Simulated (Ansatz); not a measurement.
An input for Ansatz 0.2.0 (GeSb2Te4 (R3m)):

```yaml
crystal:
  lattice:
    - [2.1224091295, 1.2253734822, 13.6886251841]
    - [-2.1224091295, 1.2253734822, 13.6886251841]
    - [0.0, -2.4507469645, 13.6886251841]
  atoms:
    - { symbol: Ge, position: [0.5706578119, 0.5706578119, 0.5706578119] }
    - { symbol: Sb, position: [0.4267295245, 0.4267295245, 0.4267295245] }
    - { symbol: Sb, position: [0.9974625179, 0.9974625179, 0.9974625179] }
    - { symbol: Te, position: [0.8703990203, 0.8703990203, 0.8703990203] }
    - { symbol: Te, position: [0.134247346, 0.134247346, 0.134247346] }
    - { symbol: Te, position: [0.7112635211, 0.7112635211, 0.7112635211] }
    - { symbol: Te, position: [0.2892392584, 0.2892392584, 0.2892392584] }
kpoints:
  mp_grid: { grid: [6, 6, 6] }
hamiltonian:
  xc: pbe
  pseudopotentials: { kind: paw, azcp: { folder: soft_1 } }
scf:
  occupations: { method: fermi_dirac, width: 0.02 }
relax:
  f_tol: 0.01
```

```sh
ansatz run input.yaml --threads 3 --pin off --max-ram 92160MiB --backend cuda --events-out ev --progress --plain --runs-dir out --devices 1 --max-vram 13GiB
```

**Question.** Estimate wall time and host memory on 1 × NVIDIA H100 80GB HBM3 (shared by 6 runs) with 3 threads of AMD EPYC 7R13 (Zen 3), shared host.

It took 24 s; on shared hardware allow 12 s to 49 s. Peak host memory was 1.0 GiB. The sizes that set the cost: 4125 plane waves a state, 32 irreducible k points and 35 SCF cycles.

[Paths, hosts, dates, memory and timing lines, banners, echoed tables and standing remarks are left out of the program output.]

[Logs are printed without paths, hosts, clocks, repeated set-up lines and the standing remarks that a program may print on its own settings, such as how far it seeks lower states.]

[Runs of the session that timed out or met a known fault of the program may be left out.]

[Cells called generated may have been cut or substituted from an entry of the Crystallography Open Database or the Materials Project.]

[Hosts, paths, dates, database ids (printed as entryN), source tags and the programs' standing remarks are cut or masked in the printed files.]
